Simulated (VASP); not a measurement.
# CaF2: single point with r2SCAN

Crystal: CaF2.

```
CELL_PARAMETERS angstrom
0.00000 2.86074 2.65148
2.86074 0.00000 2.65148
2.86074 2.86074 0.00000
ATOMIC_POSITIONS crystal
Ca 0.00000 0.00000 0.00000
F 0.25000 0.25000 0.25000
F 0.75000 0.75000 0.75000
```

The cell was built by a generator and needn't be a form met in nature.

The cell isn't the ideal one: epitaxial_xy strain +5.2%.

- Program: VASP 6.6.1
- Task: single point
- Functional: r2SCAN
- Potentials or basis: VASP PAW PBE potentials, release 64 (Ca_sv, F)
- Cutoff: 520 eV
- k mesh: 8 × 8 × 8
- Occupations: gaussian, width 0.01 eV
- Spin: no spin polarisation

| Quantity | Value |
| --- | --- |
| Pressure | -5.3 GPa |
| Band gap on the k mesh | 7.18 eV, indirect (least direct gap 7.37 eV) |

Stress tensor (GPa, compression positive):
```
-8.19  0.00  0.00
 0.00 -8.19  0.00
 0.00  0.00  0.34
```

Levels at points of the mesh, in eV from the valence-band top:
| k point | band 10 | band 11 | band 12 | band 13 | band 14 | band 15 |
| --- | --- | --- | --- | --- | --- | --- |
| (0.00, 0.00, 0.00) | -0.71 | -0.71 | -0.19 | 7.18 | 9.18 | 9.68 |
| (0.50, 0.00, 0.00) | -1.45 | -1.12 | -1.05 | 9.53 | 9.58 | 9.88 |
| (0.50, 0.50, 0.00) | -0.71 | -0.71 | 0.00 | 8.22 | 10.03 | 10.25 |
| (0.50, 0.00, 0.50) | -0.85 | -0.41 | -0.24 | 8.17 | 9.56 | 10.27 |

Run time: 4 min on 1 thread of Intel(R) Xeon(R) Platinum 8259CL CPU @ 2.50GHz (Skylake/Cascade Lake), with other jobs on the host, peak memory 0.2 GiB.

Caveat: the PAW data sets were made with another functional, which shifts forces and pressure a little. A k mesh can miss the band edges.
